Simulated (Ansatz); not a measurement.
# HfSiO₄ with one atom moved — 17O NMR of the central transition

Cell: a structure deposited in the COD, relaxed with PBE at fixed cell and then changed (atom 8 (O) moved by 0.10 Å).

```xyz
12
Lattice="-3.2862 3.2862 2.9816 3.2862 -3.2862 2.9816 3.2862 3.2862 -2.9816" Properties=species:S:1:pos:R:3 pbc="T T T"
Hf    0.0000    3.2862    1.4908
Hf    0.0000    0.0000    0.0000
Si    3.2862    0.0000    1.4908
Si    0.0000    0.0000    2.9816
O     3.2862    2.0685   -1.0777
O     4.5040    0.0000    0.4131
O     0.0000    1.2177    1.9039
O     2.0424   -0.0324    0.3222
O     3.2862    1.2177    2.5685
O     1.2177    0.0000    4.0593
O     3.2863   -1.2177    2.5685
O     2.0685    3.2863    1.0777
```

Sites (sets of like atoms) are named by element and the number of their first atom in this list.

The numbers come from a DFT calculation in Ansatz (PBE, plane waves and PAW (field gradients read without the response of the frozen cores, which leaves them typically 4 to 6 % off), scalar-relativistic, 420 eV cutoff, Γ-centred 5×5×5 k-points, Fermi–Dirac smearing 0.02 eV).

17O has I = 5/2 and Q = -25.58 mb (Pyykkö 2018); at 11.7 T its Larmor frequency is ν₀ = 67.6 MHz. Only the quadrupole interaction is simulated: positions count from each site's isotropic chemical shift, and J coupling is left out, as are shift anisotropy and dipolar coupling, which fast spinning averages.

Q: Simulate the second-order pattern (fast magic-angle spinning, Gaussian broadening 0.05 kHz) of site O10 (1 Si at 1.63 Å, 2 Hf at 2.11–2.26 Å).

A: The calculation gives C_Q = -2.97 MHz and η = 0.86, so ν_Q = 0.446 MHz and the centre of gravity lies at -14.5 ppm (-0.979 kHz).

```json
{"offset (kHz)": "-2.333", "height": "0"}
{"offset (kHz)": "-2.270", "height": "0"}
{"offset (kHz)": "-2.206", "height": "4"}
{"offset (kHz)": "-2.143", "height": "8"}
{"offset (kHz)": "-2.080", "height": "11"}
{"offset (kHz)": "-2.016", "height": "17"}
{"offset (kHz)": "-1.953", "height": "18"}
{"offset (kHz)": "-1.890", "height": "19"}
{"offset (kHz)": "-1.826", "height": "19"}
{"offset (kHz)": "-1.763", "height": "20"}
{"offset (kHz)": "-1.700", "height": "21"}
{"offset (kHz)": "-1.636", "height": "22"}
{"offset (kHz)": "-1.573", "height": "23"}
{"offset (kHz)": "-1.510", "height": "24"}
{"offset (kHz)": "-1.446", "height": "26"}
{"offset (kHz)": "-1.383", "height": "28"}
{"offset (kHz)": "-1.320", "height": "30"}
{"offset (kHz)": "-1.256", "height": "40"}
{"offset (kHz)": "-1.193", "height": "75"}
{"offset (kHz)": "-1.129", "height": "100"}
{"offset (kHz)": "-1.066", "height": "89"}
{"offset (kHz)": "-1.003", "height": "90"}
{"offset (kHz)": "-0.939", "height": "84"}
{"offset (kHz)": "-0.876", "height": "64"}
{"offset (kHz)": "-0.813", "height": "55"}
{"offset (kHz)": "-0.749", "height": "49"}
{"offset (kHz)": "-0.686", "height": "45"}
{"offset (kHz)": "-0.623", "height": "42"}
{"offset (kHz)": "-0.559", "height": "39"}
{"offset (kHz)": "-0.496", "height": "37"}
{"offset (kHz)": "-0.433", "height": "35"}
{"offset (kHz)": "-0.369", "height": "33"}
{"offset (kHz)": "-0.306", "height": "31"}
{"offset (kHz)": "-0.243", "height": "30"}
{"offset (kHz)": "-0.179", "height": "29"}
{"offset (kHz)": "-0.116", "height": "28"}
{"offset (kHz)": "-0.053", "height": "26"}
{"offset (kHz)": "0.011", "height": "8"}
{"offset (kHz)": "0.074", "height": "0"}
{"offset (kHz)": "0.138", "height": "0"}
```

At this cell the PBE pressure is 7 GPa, so with PBE the cell would grow if it were relaxed. Without spin–orbit coupling the gradients at and beside Hf can be off by some per cent, at some sites by more. With the atom moved the PBE pressure is 7 GPa. The atoms aren't relaxed after the move (largest force 2.6 eV/Å).

The run took 20 s of wall time (20 s of CPU time) and 0.69 GiB at its peak, on 1 thread of AMD EPYC 9R45 (Zen 5) (x86_64; 16 cores open to the job, memory cap 3.0 GiB, no GPU), a shared host with a load of 0.2 a core.
